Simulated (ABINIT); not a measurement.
# ZnSe (Stilleite) (F-43m) in ABINIT: further runs, part 2 of 2

ABINIT 10.8.3 (patched build).

## 3. Band structure, LDA

Contents of run.abi:

```
# Datasets: ground state, then fixed potential
ndtset 2

# Pseudopotentials
pp_dirpath "./"
pseudos "Se.LDA_PW-JTH.xml, Zn.LDA_PW-JTH.xml"

# Structure
acell 3*1.0
rprim
     0.0000000000     5.3551058920     5.3551058920
     5.3551058920     0.0000000000     5.3551058920
     5.3551058920     5.3551058920     0.0000000000
ntypat 2
znucl 34 30
natom 2
typat 1 2
xred
     0.7500000000     0.7500000000     0.7500000000
     0.0000000000     0.0000000000     0.0000000000

# Plane-wave basis
ecut 20.0
pawecutdg 40.0

# Exchange and correlation
ixc 7

# Bands and occupations
occopt 3
tsmear 0.05 eV

# SCF cycle
nstep 100

# Output
iomode 3
prtwf 0
prteig 0
prtebands 0
prtden1 1
prtvha1 1
prtvclmb1 1
prtpot1 1

# Dataset 1
kptopt1 1
ngkpt1 8 8 8
nshiftk1 1
shiftk1 0.0 0.0 0.0
nband1 13
tolvrs1 1.0e-9

# Dataset 2: bands along G-X-W-K-G-L-U-W-L-K
iscf2 -2
getden2 1
nband2 17
nbdbuf2 2
tolwfr2 1.0e-12
kptopt2 -9
ndivsm2 8
prteig2 1
prtvol2 -3
kptbounds2
     0.0000000000     0.0000000000     0.0000000000
     0.5000000000     0.0000000000     0.5000000000
     0.5000000000     0.2500000000     0.7500000000
     0.3750000000     0.3750000000     0.7500000000
     0.0000000000     0.0000000000     0.0000000000
     0.5000000000     0.5000000000     0.5000000000
     0.6250000000     0.2500000000     0.6250000000
     0.5000000000     0.2500000000     0.7500000000
     0.5000000000     0.5000000000     0.5000000000
     0.3750000000     0.3750000000     0.7500000000
```

Potentials or basis: JTH PAW LDA v2.0.

The run is started by

```sh
> abinit run.abi > log 2>&1
```

run.abo:

```text
.Version 10.8.3 of ABINIT
 DATASET    1 : space group F-4 3 m (#216); Bravais cF (face-center cubic)
================================================================================
 Values of the parameters that define the memory need for DATASET  1.
     intxc =       0    ionmov =       0      iscf =      17    lmnmax =      18
     lnmax =       6     mgfft =      32  mpssoang =       3    mqgrid =    3001
     natom =       2  nloc_mem =       2    nspden =       1   nspinor =       1
    nsppol =       1      nsym =      24    n1xccc =       1    ntypat =       2
    occopt =       3   xclevel =       1
       mpw =        1329          nfft =       32768          nkpt =          29
 PAW method is used; the additional fine FFT grid is defined by:
   mgfftf=        45    nfftf =     91125
================================================================================
================================================================================

[... 1907 lines left out ...]
   0.69603
 kpt# 139, nband= 17, wtk=  1.00000, kpt=  0.3750  0.3750  0.7500 (reduced coord)
  -0.36411   -0.15395   -0.14964   -0.14666   -0.14309   -0.13412   -0.08855   -0.02765
   0.02097    0.21320    0.28838    0.41411    0.42509    0.43226    0.52975    0.64747
   0.71140

== END DATASET(S) ==============================================================
================================================================================

 -outvars: echo values of variables after computation  --------
            acell      1.0000000000E+00  1.0000000000E+00  1.0000000000E+00 Bohr
           etotal1    -7.4242742187E+01
            fcart1     1.9641339714E-30  1.9641339714E-30 -2.7497875600E-30
                      -1.9641339714E-30 -1.9641339714E-30  2.7497875600E-30
            rprim      0.0000000000E+00  5.3551058920E+00  5.3551058920E+00
                       5.3551058920E+00  0.0000000000E+00  5.3551058920E+00
                       5.3551058920E+00  5.3551058920E+00  0.0000000000E+00
           strten1     1.2591758735E-04  1.2591758735E-04  1.2591758735E-04
                       0.0000000000E+00  0.0000000000E+00  0.0000000000E+00
           xangst      4.2506999971E+00  4.2506999971E+00  4.2506999971E+00
                       0.0000000000E+00  0.0000000000E+00  0.0000000000E+00
             xred      7.5000000000E-01  7.5000000000E-01  7.5000000000E-01
                       0.0000000000E+00  0.0000000000E+00  0.0000000000E+00
 Calculation completed.
```

It took 90 s on 1 thread of Arm Neoverse V2, shared host; peak memory 0.13 GiB.

Results:

| Quantity | Value |
| --- | --- |
| Free energy | -2020.2479 eV |
| Band gap on the k mesh | 1.03 eV, direct |
| Valence electrons inside the program's atomic spheres | Se 4.02; Zn 10.79 |

Levels at the corners of the path, in eV from the valence-band top:
```tsv
point	band 5	band 6	band 7	band 8	band 9	band 10	band 11	band 12	band 13	band 14
Γ	-6.29	-6.29	0.00	0.00	0.00	1.03	5.71	5.71	5.71	9.69
X	-6.24	-6.11	-4.83	-2.20	-2.20	2.81	3.31	10.50	11.11	11.11
W	-6.32	-5.99	-4.75	-2.80	-2.70	5.35	5.44	6.82	7.58	11.54
K	-6.27	-6.03	-4.79	-3.13	-1.81	3.42	5.47	8.89	9.19	9.39
Γ	-6.29	-6.29	0.00	0.00	0.00	1.03	5.71	5.71	5.71	9.69
L	-6.27	-6.13	-5.29	-0.87	-0.87	2.35	6.30	6.30	8.36	10.75
U	-6.27	-6.03	-4.79	-3.13	-1.81	3.42	5.47	8.89	9.19	9.39
W	-6.32	-5.99	-4.75	-2.80	-2.70	5.35	5.44	6.82	7.58	11.54
L	-6.27	-6.13	-5.29	-0.87	-0.87	2.35	6.30	6.30	8.36	10.75
K	-6.27	-6.03	-4.79	-3.13	-1.81	3.42	5.47	8.89	9.19	9.39
```

Caveat: the cutoff is too short for stress, so the log's stress isn't used.

## 4. Equation of state, PBEsol

Contents of run.abi:

```
# Datasets: one volume each
ndtset 7
getwfk -1
scalecart1 3*0.9795861087
scalecart2 3*0.9864848297
scalecart3 3*0.9932883884
scalecart4 3*1.0000000000
scalecart5 3*1.0066227096
scalecart6 3*1.0131594038
scalecart7 3*1.0196128224

# Pseudopotentials
pp_dirpath "./"
pseudos "Se.GGA_PBE-JTH.xml, Zn.GGA_PBE-JTH.xml"

# Structure
acell 3*1.0
rprim
     0.0000000000     5.3551058920     5.3551058920
     5.3551058920     0.0000000000     5.3551058920
     5.3551058920     5.3551058920     0.0000000000
ntypat 2
znucl 34 30
natom 2
typat 1 2
xred
     0.7500000000     0.7500000000     0.7500000000
     0.0000000000     0.0000000000     0.0000000000

# Plane-wave basis
ecut 408.170794 eV
pawecutdg 30.0

# k points
kptopt 1
ngkpt 8 8 8
nshiftk 1
shiftk 0.0 0.0 0.0

# Exchange and correlation
ixc -116133

# Bands and occupations
nband 13
occopt 3
tsmear 0.05 eV

# SCF cycle
nstep 100
tolvrs 1.0e-9

# Output
iomode 3
prtwf 1
prtden 0
prteig 0
prtebands 0
```

Potentials or basis: JTH PAW PBE v2.0.

The run is started by

```sh
> abinit run.abi > log 2>&1
```

Run time: 3.1 min. Hardware: 1 thread of Arm Neoverse V2, shared host; peak memory 0.14 GiB.

The run converged. Its results:

| Quantity | Value |
| --- | --- |
| Equilibrium volume | 22.36 Å³/atom |
| Bulk modulus | 65 GPa |
| Pressure derivative of the bulk modulus | 4.4 |

Energy against volume, from the lowest point:
| volume (Å³/atom) | energy (meV/atom) |
| --- | --- |
| 21.391 | 9.22 |
| 21.846 | 2.47 |
| 22.301 | 0.00 |
| 22.757 | 1.33 |
| 23.212 | 6.12 |
| 23.667 | 13.96 |
| 24.122 | 24.53 |

Caveat: the cutoff is too short for stress, so the log's stress isn't used; pressures at fixed basis lie under the slope of the energies; the PAW data sets were made with another functional, which shifts forces and pressure a little.

## 5. Band structure, LDA

Contents of run.abi:

```
ndtset 2

pp_dirpath "./"
pseudos "Se.hgh, Zn.hgh"

acell 3*1.0
rprim
     0.0000000000     5.3551058920     5.3551058920
     5.3551058920     0.0000000000     5.3551058920
     5.3551058920     5.3551058920     0.0000000000
ntypat 2
znucl 34 30
natom 2
typat 1 2
xcart
     4.2507000000     4.2507000000     4.2507000000
     0.0000000000     0.0000000000     0.0000000000 Angstrom

ecut 20.0

ixc 7

occopt 3
tsmear 0.00183747

nstep 100

iomode 3
prtwf 0
prteig 0
prtebands 0
prtden1 1
prtvha1 1
prtvclmb1 1
prtpot1 1
prtelf1 1

kptopt1 1
ngkpt1 8 8 8
nshiftk1 1
shiftk1 0.0 0.0 0.0
nband1 8
tolvrs1 1.0e-10

iscf2 -2
getden2 1
nband2 12
nbdbuf2 2
tolwfr2 1.0e-12
kptopt2 -9
ndivsm2 8
prteig2 1
kptbounds2
     0.0000000000     0.0000000000     0.0000000000
     0.5000000000     0.0000000000     0.5000000000
     0.5000000000     0.2500000000     0.7500000000
     0.3750000000     0.3750000000     0.7500000000
     0.0000000000     0.0000000000     0.0000000000
     0.5000000000     0.5000000000     0.5000000000
     0.6250000000     0.2500000000     0.6250000000
     0.5000000000     0.2500000000     0.7500000000
     0.5000000000     0.5000000000     0.5000000000
     0.3750000000     0.3750000000     0.7500000000
```

Potentials or basis: HGH LDA.

The run is started by

```sh
> abinit run.abi > log 2>&1
```

Wall time 29 s (1 thread of Arm Neoverse V2, shared host); peak memory 0.11 GiB.

Results (log left out):

```
Free energy                                           : -290.6700 eV
Band gap on the k mesh                                : 1.67 eV, direct
Valence electrons inside the program's atomic spheres : Se 3.26; Zn 0.62
```

Levels at the corners of the path, in eV from the valence-band top:
| point | band 2 | band 3 | band 4 | band 5 | band 6 | band 7 |
| --- | --- | --- | --- | --- | --- | --- |
| Γ | 0.00 | 0.00 | 0.00 | 1.67 | 6.24 | 6.24 |
| X | -4.66 | -1.91 | -1.91 | 3.15 | 3.72 | 11.22 |
| W | -4.35 | -2.70 | -2.35 | 5.66 | 6.10 | 7.33 |
| K | -4.43 | -2.90 | -1.56 | 3.82 | 5.99 | 9.38 |
| Γ | 0.00 | 0.00 | 0.00 | 1.67 | 6.24 | 6.24 |
| L | -4.88 | -0.73 | -0.73 | 2.89 | 6.70 | 6.70 |
| U | -4.43 | -2.90 | -1.56 | 3.82 | 5.99 | 9.38 |
| W | -4.35 | -2.70 | -2.35 | 5.66 | 6.10 | 7.33 |
| L | -4.88 | -0.73 | -0.73 | 2.89 | 6.70 | 6.70 |
| K | -4.43 | -2.90 | -1.56 | 3.82 | 5.99 | 9.38 |

Caveat: the cutoff is too short for stress, so the log's stress isn't used; HGH potentials are hard and often keep d shells in the core, so these values are rough.

## 6. Overview

```tsv
task	level	potentials or basis	cutoff (eV)	fine-grid cutoff	V0 of scaled cells (Å³/atom)	B0 (GPa)
equation of state	PBE	JTH PAW PBE v2.0	544	1088.46 eV	23.55	58
band structure	LDA	JTH PAW LDA v2.0	544	1088.46 eV	-	-
equation of state	PBEsol	JTH PAW PBE v2.0	408	816.342 eV	22.36	65
```

Alike in all rows: no spin polarisation; cell as given; k mesh 8 × 8 × 8; smearing fermi-dirac 0.05 eV.

Caveats: pressures at fixed basis lie under the slope of the energies (some runs); the PAW data sets were made with another functional, which shifts forces and pressure a little (some runs).

Total energies depend on the potentials used, so only differences within one code and one set of settings carry meaning.

## 7. How close it comes

Step 3. Measured gap of ZnSe: 2.695 eV (an exciton energy, a little under the gap; 300 K; “Alloy Disordering Effects on the Thermal Conductivity and Energy Gap Temperature Dependence of Cd1−xZnxSe Ternary Crystals Grown by the Bridgman Method”, 2023, pmc:10253836). This calculation gives 1.03 eV (-1.66 eV). So large a miss can be the level of theory's own, or it may mean another phase, state or a wrong row. Spin-orbit coupling on Se is left out. The value is that of LDA, without temperature or zero-point motion. Semilocal functionals fall short of measured gaps as a rule.
